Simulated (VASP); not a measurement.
Here is a VASP 6.6.1 calculation.

The input INCAR:

```
  ALGO = Normal
  EDIFF = 1E-7
  ENCUT = 520
  GGA = PE
  ISIF = 2
  ISMEAR = 0
  LASPH = T
  LCHARG = F
  LREAL = F
  LWAVE = F
  NBANDS = 16
  NELM = 100
  PREC = Accurate
  SIGMA = 0.02
```

Contents of KPOINTS:

```
k-points
0
Gamma
  12 12 12
```

The input POSCAR:

```
GaAs
1.0
    0.0000000000      2.8726922822      2.8726922822
    2.8726922822      0.0000000000      2.8726922822
    2.8726922822      2.8726922822      0.0000000000
Ga As
1 1
Direct
    0.0000000000      0.0000000000      0.0000000000
    0.2500000000      0.2500000000      0.2500000000
```

Potentials or basis: VASP PAW PBE potentials, release 64 (Ga_d, As).

The run is started by

```sh
$ cat potpaw_PBE.64/Ga_d/POTCAR potpaw_PBE.64/As/POTCAR > POTCAR
$ mpirun -np 1 vasp_std > vasp.out
```

Problem. Predict the band gap on the k mesh.

Solution. 0.16 eV, direct.

Problem. What does it give for the pressure?

Solution. 0.2 GPa.

**Experimental background.**

“Evidence of valence band perturbations in GaAsN/GaAs(001): A combined variable-angle spectroscopic ellipsometry and modulated photoreflectance investigation”, 2008, arxiv:0805.2212 reports, for a bulk crystal of GaAs at 300 K: band gap 1.418 ± 0.005 eV (direct).

Against the measured gap of GaAs, 1.418 eV (direct; 300 K; “Evidence of valence band perturbations in GaAsN/GaAs(001): A combined variable-angle spectroscopic ellipsometry and modulated photoreflectance investigation”, 2008, arxiv:0805.2212), the calculated 0.16 eV is off by -1.25 eV. So large a miss can be the level of theory's own, or it may mean another phase, state or a wrong row. 3 values of this kind are on record (1.412 to 1.51 eV); this one was drawn at random among those near their median, those with a stated uncertainty first. Spin-orbit coupling on As, Ga is left out. The value is that of PBE, without temperature or zero-point motion. Semilocal functionals fall short of measured gaps as a rule.
